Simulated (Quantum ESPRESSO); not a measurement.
# BaTiO3 (R3m) in Quantum ESPRESSO: further runs

The runs below take BaTiO3 through phonons, with LDA.

All numbers are computed with Quantum ESPRESSO 7.5; they aren't measurements. Logs are shortened: lines on timing, memory, paths and dates and some standing lists are left out, and cuts for length are marked.

**1. The structure**

Symmetry: R3m, No. 160, trigonal system. The conventional cell has a = 5.655 Å, b = 5.655 Å, c = 6.955 Å, α = 90.00°, β = 90.00°, γ = 120.00°. Ba (site symmetry 3m) is surrounded by 12 O at 2.79 to 2.89 Å. Ti (site symmetry 3m) is surrounded by 6 O at 1.87 to 2.14 Å. Around O (site symmetry m) lie 2 Ti at 1.87 to 2.14 Å.

**2. Phonons, LDA**

Input file pw.in:

```
&CONTROL
  calculation = 'scf'
  prefix = 'pwscf'
  outdir = './tmp'
  pseudo_dir = './pseudo'
  tprnfor = .true.
  tstress = .true.
  disk_io = 'low'
/
&SYSTEM
  ibrav = 0
  celldm(1) = 8
  nat = 5
  ntyp = 3
  ecutwfc = 84
  nbnd = 28
  occupations = 'smearing'
  smearing = 'fd'
  degauss = 0.00367493
/
&ELECTRONS
  conv_thr = 1d-09
  electron_maxstep = 120
  mixing_beta = 0.5
/
ATOMIC_SPECIES
Ba   137.3270 Ba.upf
Ti    47.8670 Ti.upf
O     15.9990 O.upf
CELL_PARAMETERS alat
  0.6678685679735   0.3855940974892   0.5476410939078
 -0.6678685679735   0.3855940974892   0.5476410939078
  0.0000000000000  -0.7711881950020   0.5476410939078
ATOMIC_POSITIONS crystal
Ba     0.0000000000    0.0000000000    0.0000000000
Ti     0.4845000000    0.4845000000    0.4845000000
O      0.5086000000    0.0175000000    0.5086000000
O      0.0175000000    0.5086000000    0.5086000000
O      0.5086000000    0.5086000000    0.0175000000
K_POINTS automatic
2 2 2 1 1 1
```

Input file relax.in:

```
&CONTROL
  calculation = 'relax'
  prefix = 'pwscf'
  outdir = './tmp'
  pseudo_dir = './pseudo'
  tprnfor = .true.
  tstress = .true.
  disk_io = 'low'
  nstep = 40
  forc_conv_thr = 0.0001
  etot_conv_thr = 1d-06
/
&SYSTEM
  ibrav = 0
  celldm(1) = 8
  nat = 5
  ntyp = 3
  ecutwfc = 84
  nbnd = 28
  occupations = 'smearing'
  smearing = 'fd'
  degauss = 0.00367493
/
&ELECTRONS
  conv_thr = 1d-09
  electron_maxstep = 120
  mixing_beta = 0.5
/
&IONS
  ion_dynamics = 'bfgs'
/
ATOMIC_SPECIES
Ba   137.3270 Ba.upf
Ti    47.8670 Ti.upf
O     15.9990 O.upf
CELL_PARAMETERS alat
  0.6678685679735   0.3855940974892   0.5476410939078
 -0.6678685679735   0.3855940974892   0.5476410939078
  0.0000000000000  -0.7711881950020   0.5476410939078
ATOMIC_POSITIONS crystal
Ba     0.0000000000    0.0000000000    0.0000000000
Ti     0.4845000000    0.4845000000    0.4845000000
O      0.5086000000    0.0175000000    0.5086000000
O      0.0175000000    0.5086000000    0.5086000000
O      0.5086000000    0.5086000000    0.0175000000
K_POINTS automatic
2 2 2 1 1 1
```

Input file scf2.in:

```
&CONTROL
  calculation = 'scf'
  prefix = 'pwscf'
  outdir = './tmp'
  pseudo_dir = './pseudo'
  tprnfor = .true.
  tstress = .true.
  disk_io = 'low'
/
&SYSTEM
  ibrav = 0
  celldm(1) = 8
  nat = 5
  ntyp = 3
  ecutwfc = 84
  nbnd = 28
  occupations = 'fixed'
/
&ELECTRONS
  conv_thr = 1d-13
  electron_maxstep = 120
  mixing_beta = 0.5
  startingpot = 'file'
  startingwfc = 'file'
/
ATOMIC_SPECIES
Ba   137.3270 Ba.upf
Ti    47.8670 Ti.upf
O     15.9990 O.upf
CELL_PARAMETERS alat
  0.6678685679686   0.3855940974960   0.5476410939106
 -0.6678685679686   0.3855940974960   0.5476410939106
 -0.0000000000000  -0.7711881950038   0.5476410939023
ATOMIC_POSITIONS crystal
Ba     0.0038439090    0.0038439090    0.0038439090
Ti     0.5038300200    0.5038300200    0.5038300200
O      0.5038382859    0.0038494993    0.5038382859
O      0.0038494993    0.5038382859    0.5038382859
O      0.5038382859    0.5038382859    0.0038494993
K_POINTS automatic
2 2 2 1 1 1
```

Input file ph.in:

```
phonons of BaTiO3
&INPUTPH
  prefix = 'pwscf'
  outdir = './tmp'
  tr2_ph = 1d-18
  fildyn = 'dyn'
  niter_ph = 90
  alpha_mix(1) = 0.7
  epsil = .true.
/
0.0000000000 0.0000000000 0.0000000000
```

Input file dynmat.in:

```
&INPUT
  fildyn = 'dyn'
  asr = 'crystal'
  lperm = .true.
  filout = 'dynmat.disp'
  fileig = 'dynmat.eig'
/
```

Input file dynmat_lo.in:

```
&INPUT
  fildyn = 'dyn'
  asr = 'crystal'
  filout = 'dynmat_lo.disp'
  fileig = 'dynmat_lo.eig'
  q(1) = 0
  q(2) = 0
  q(3) = 1
/
```

Potentials or basis: PseudoDojo 0.4.1 SR LDA standard.

Launch:

```console
OMP_NUM_THREADS=1 pw.x -in pw.in > pw.out
OMP_NUM_THREADS=1 pw.x -in relax.in > relax.out
OMP_NUM_THREADS=1 pw.x -in scf2.in > scf2.out
OMP_NUM_THREADS=1 ph.x -in ph.in > ph.out
OMP_NUM_THREADS=1 dynmat.x -in dynmat.in > dynmat.out
OMP_NUM_THREADS=1 dynmat.x -in dynmat_lo.in > dynmat_lo.out
```

pw.out:

```text
This program is part of the open-source Quantum ESPRESSO suite
     for quantum simulation of materials; please cite
[... 9 lines left out ...]
     --------------------
     sticks:   dense  smooth     PW     G-vecs:    dense   smooth      PW
     Sum        1533    1533    421                45067    45067    6367

     Using Slab Decomposition

     bravais-lattice index     =            0
     lattice parameter (alat)  =       8.0000  a.u.
     unit-cell volume          =     433.2501 (a.u.)^3
     number of atoms/cell      =            5
     number of atomic types    =            3
     number of electrons       =        40.00
     number of Kohn-Sham states=           28
     kinetic-energy cutoff     =      84.0000  Ry
     charge density cutoff     =     336.0000  Ry
     scf convergence threshold =      1.0E-09
     mixing beta               =       0.5000
     number of iterations used =            8  plain     mixing
     Exchange-correlation= SLA  PW   NOGX NOGC
                           (   1   4   0   0   0   0   0)

     celldm(1)=   8.000000  celldm(2)=   0.000000  celldm(3)=   0.000000
     celldm(4)=   0.000000  celldm(5)=   0.000000  celldm(6)=   0.000000

     crystal axes: (cart. coord. in units of alat)
               a(1) = (   0.667869   0.385594   0.547641 )
               a(2) = (  -0.667869   0.385594   0.547641 )
               a(3) = (   0.000000  -0.771188   0.547641 )

     reciprocal axes: (cart. coord. in units 2 pi/alat)
               b(1) = (  0.748650  0.432233  0.608671 )
               b(2) = ( -0.748650  0.432233  0.608671 )
               b(3) = (  0.000000 -0.864467  0.608671 )

     PseudoPot. # 1 for Ba read from file:
     Ba.upf
     Pseudo is Norm-conserving + core correction, Zval = 10.0
     Generated using ONCVPSP code by D. R. Hamann
     Using radial grid of 1912 points,  6 beta functions with:
                l(1) =   0
                l(2) =   0
                l(3) =   1
                l(4) =   1
                l(5) =   2
                l(6) =   2

     PseudoPot. # 2 for Ti read from file:
     Ti.upf
     Pseudo is Norm-conserving + core correction, Zval = 12.0
     Generated using ONCVPSP code by D. R. Hamann
     Using radial grid of 1568 points,  6 beta functions with:
                l(1) =   0
                l(2) =   0
                l(3) =   1
                l(4) =   1
                l(5) =   2
                l(6) =   2

     PseudoPot. # 3 for O  read from file:
     O.upf
     Pseudo is Norm-conserving + core correction, Zval =  6.0
     Generated using ONCVPSP code by D. R. Hamann
     Using radial grid of  926 points,  5 beta functions with:
                l(1) =   0
                l(2) =   0
                l(3) =   1
                l(4) =   1
                l(5) =   2

     atomic species   valence    mass     pseudopotential
     Ba               10.00   137.32700     Ba( 1.00)
     Ti               12.00    47.86700     Ti( 1.00)
     O                 6.00    15.99900     O ( 1.00)

      6 Sym. Ops. (no inversion) found

   Cartesian axes

     site n.     atom                  positions (alat units)
         1        Ba     tau(   1) = (   0.0000000   0.0000000   0.0000000  )
         2        Ti     tau(   2) = (  -0.0000000  -0.0000000   0.7959963  )
         3        O      tau(   3) = (   0.3279903  -0.1893653   0.5666442  )
         4        O      tau(   4) = (  -0.3279903  -0.1893653   0.5666442  )
         5        O      tau(   5) = (   0.0000000   0.3787305   0.5666442  )

     number of k points=     2  Fermi-Dirac smearing, width (Ry)=  0.0037
                       cart. coord. in units 2pi/alat
        k(    1) = (   0.0000000   0.0000000   0.4565034), wk =   0.5000000
        k(    2) = (   0.0000000   0.4322334   0.1521678), wk =   1.5000000

     Dense  grid:    45067 G-vectors     FFT dimensions: (  45,  45,  45)

     Initial potential from superposition of free atoms

     starting charge      39.9845, renormalised to      40.0000
     Starting wfcs are   27 randomized atomic wfcs +    1 random wfcs

     Self-consistent Calculation

     iteration #  1     ecut=    84.00 Ry     beta= 0.50
     Davidson diagonalization with overlap
     ethr =  1.00E-02,  avg # of iterations =  7.0

     total energy              =    -274.11139564 Ry
     estimated scf accuracy    <       1.70464621 Ry

     iteration #  2     ecut=    84.00 Ry     beta= 0.50
     Davidson diagonalization with overlap
     ethr =  4.26E-03,  avg # of iterations =  2.0

     total energy              =    -273.89196241 Ry
     estimated scf accuracy    <       4.63068244 Ry

     iteration #  3     ecut=    84.00 Ry     beta= 0.50
     Davidson diagonalization with overlap
     ethr =  4.26E-03,  avg # of iterations =  2.0

     total energy              =    -274.81434596 Ry
     estimated scf accuracy    <       0.23119229 Ry

     iteration #  4     ecut=    84.00 Ry     beta= 0.50
     Davidson diagonalization with overlap
     ethr =  5.78E-04,  avg # of iterations =  1.0

     total energy              =    -274.78578310 Ry
     estimated scf accuracy    <       0.07834110 Ry

     iteration #  5     ecut=    84.00 Ry     beta= 0.50
     Davidson diagonalization with overlap
     ethr =  1.96E-04,  avg # of iterations =  2.0

     total energy              =    -274.80768280 Ry
     estimated scf accuracy    <       0.02112404 Ry

     iteration #  6     ecut=    84.00 Ry     beta= 0.50
     Davidson diagonalization with overlap
     ethr =  5.28E-05,  avg # of iterations =  1.5

     total energy              =    -274.80823483 Ry
     estimated scf accuracy    <       0.00220292 Ry

     iteration #  7     ecut=    84.00 Ry     beta= 0.50
     Davidson diagonalization with overlap
     ethr =  5.51E-06,  avg # of iterations =  3.5

     total energy              =    -274.80871192 Ry
     estimated scf accuracy    <       0.00005144 Ry

     iteration #  8     ecut=    84.00 Ry     beta= 0.50
     Davidson diagonalization with overlap
     ethr =  1.29E-07,  avg # of iterations =  2.0

     total energy              =    -274.80869286 Ry
     estimated scf accuracy    <       0.00005573 Ry

     iteration #  9     ecut=    84.00 Ry     beta= 0.50
     Davidson diagonalization with overlap
     ethr =  1.29E-07,  avg # of iterations =  2.0

     total energy              =    -274.80870257 Ry
     estimated scf accuracy    <       0.00000025 Ry

     iteration # 10     ecut=    84.00 Ry     beta= 0.50
     Davidson diagonalization with overlap
     ethr =  6.14E-10,  avg # of iterations =  3.0

     total energy              =    -274.80870265 Ry
     estimated scf accuracy    <       0.00000001 Ry

     iteration # 11     ecut=    84.00 Ry     beta= 0.50
     Davidson diagonalization with overlap
     ethr =  3.05E-11,  avg # of iterations =  2.0

     total energy              =    -274.80870265 Ry
     estimated scf accuracy    <          2.3E-09 Ry

     iteration # 12     ecut=    84.00 Ry     beta= 0.50
     Davidson diagonalization with overlap
     ethr =  5.65E-12,  avg # of iterations =  2.0

     End of self-consistent calculation

          k = 0.0000 0.0000 0.4565 (  5632 PWs)   bands (ev):

   -45.5117 -22.1452 -22.1452 -22.1413 -14.6416  -6.2817  -5.6999  -5.6999
    -0.0787  -0.0787   0.5071   6.3534   7.0186   7.0186   7.4030   7.6259
     7.6259   9.2267   9.2267   9.4016  13.5770  13.5803  13.5803  16.3679
    16.3679  17.4033  17.4033  18.0943

          k = 0.0000 0.4322 0.1522 (  5633 PWs)   bands (ev):

   -45.5117 -22.1467 -22.1452 -22.1399 -14.6407  -6.2822  -5.7050  -5.7001
    -0.0765  -0.0765   0.5214   6.2903   6.8463   7.0388   7.5146   7.6079
     7.7369   9.2204   9.3204   9.3884  13.3782  13.5974  13.6303  16.3643
    16.4171  17.3533  17.3801  18.0791

     the Fermi energy is    11.5280 ev

!    total energy              =    -274.80870265 Ry
     estimated scf accuracy    <          3.3E-10 Ry
     smearing contrib. (-TS)   =       0.00000000 Ry
     internal energy E=F+TS    =    -274.80870265 Ry

     The total energy is F=E-TS. E is the sum of the following terms:
     one-electron contribution =     -72.91225341 Ry
     hartree contribution      =      60.08974055 Ry
     xc contribution           =     -55.51279233 Ry
     ewald contribution        =    -206.47339746 Ry

     convergence has been achieved in  12 iterations

     Forces acting on atoms (cartesian axes, Ry/au):

     atom    1 type  1   force =    -0.00000000   -0.00000000   -0.00642766
     atom    2 type  2   force =     0.00000000    0.00000000    0.05438583
     atom    3 type  3   force =    -0.00154959    0.00089465   -0.01598606
     atom    4 type  3   force =     0.00154959    0.00089465   -0.01598606
     atom    5 type  3   force =     0.00000000   -0.00178931   -0.01598606

     Total force =     0.061444     Total SCF correction =     0.000021

     Computing stress (Cartesian axis) and pressure

          total   stress  (Ry/bohr**3)                   (kbar)     P=      -58.13
  -0.00040108  -0.00000000   0.00000000          -59.00       -0.00        0.00
  -0.00000000  -0.00040108  -0.00000000           -0.00      -59.00       -0.00
  -0.00000000  -0.00000000  -0.00038326           -0.00       -0.00      -56.38

=------------------------------------------------------------------------------=
   JOB DONE.
=------------------------------------------------------------------------------=
```

Run time: 5.6 min. Hardware: 1 thread of Arm Neoverse V2, shared host; peak memory 0.1 GiB.

What came out:

```yaml
Free_energy: -3739.0692 eV
Pressure_after_relaxing: -9.3 GPa
Electronic_dielectric_tensor_diagonal: 6.01
Born_charges_mean_of_the_diagonal: Ba +2.68; Ti +6.21; O -2.75 e
Highest_phonon_frequency_at_Γ_LO-TO_splitting_left_out: 483 cm⁻¹
Static_dielectric_tensor_diagonal: 50.81, 50.81, 52.91
```

Stress tensor (GPa, compression positive):
```
 -8.95   0.00   0.00
  0.00  -8.95   0.00
  0.00   0.00 -10.04
```

Step by step:
```
step  energy change (eV)  largest force (eV/Å)  pressure (GPa)
   1              0.0000                1.3983           -5.81
   2             -0.0439                0.9875           -6.80
   3             -0.0757                0.5614           -7.74
   4             -0.0956                0.1847           -8.77
   5             -0.0989                0.1645           -9.00
   6             -0.1032                0.1162           -9.22
   7             -0.1059                0.0646           -9.31
   8             -0.1061                0.0471           -9.31
   9             -0.1062                0.0284           -9.31
  10             -0.1063                0.0201           -9.31
  11             -0.1064                0.0120           -9.31
  12             -0.1064                0.0037           -9.31
  13             -0.1064                0.0004           -9.31
```

Final structure:
```
Ba Ti O
1.0
     2.82737    1.63238    2.31839
    -2.82737    1.63238    2.31839
     0.00000   -3.26476    2.31839
Ba Ti O
1 1 3
Cartesian
  0.0000 0.0000 0.0267
  0.0000 0.0000 3.5042
  1.4137 -0.8162 2.3451
  -1.4137 -0.8162 2.3451
  0.0000 1.6323 2.3451
```

Phonon frequencies in cm⁻¹ (negative: imaginary):
| q point | frequencies |
| --- | --- |
| (0.000, 0.000, 0.000) | 1 2 2 147 152 152 205 207 207 359 359 359 481 481 483 |

Electronic dielectric tensor:
```
6.01 0.00 0.00
0.00 6.01 0.00
0.00 0.00 6.01
```

Born effective charge tensors (e):
atom 1, Ba
```
2.68 0.00 0.00
0.00 2.68 0.00
0.00 0.00 2.68
```
atom 2, Ti
```
6.20 0.00 0.00
0.00 6.20 0.00
0.00 0.00 6.24
```
atom 3, O
```
-3.01  0.46  0.67
 0.46 -2.48 -0.38
 0.66 -0.38 -2.75
```
atom 4, O
```
-3.01 -0.46 -0.67
-0.46 -2.48 -0.38
-0.66 -0.38 -2.75
```
atom 5, O
```
-2.22  0.00  0.00
 0.00 -3.28  0.77
 0.00  0.76 -2.75
```

Zone-centre frequencies without and with the macroscopic field along z (cm⁻¹):
|  | optical modes in rising order |
| --- | --- |
| without | 147 152 152 205 207 207 359 359 359 481 481 483 |
| with the field | 152 152 152 207 207 359 359 359 460 481 481 617 |

Static dielectric tensor, electrons and zone-centre modes:
```
50.81  0.00  0.00
 0.00 50.81  0.00
 0.00  0.00 52.91
```

Caveat: the k mesh is coarse (spacing up to 0.78 Å⁻¹), so the values aren't converged; the mesh is thin for the dielectric tensor, Born charges and intensities, which usually come out too large; this release of the barium file is off; the cell is more than 3 GPa from zero pressure, which shifts response properties; the cell relaxed to another space group than the one typed; the Born charges break their sum rule by 0.65 e, a sign of too thin a mesh. The run has no spin-orbit coupling, so splittings on Ba are missing.

(Continued in part 2 of 2.)
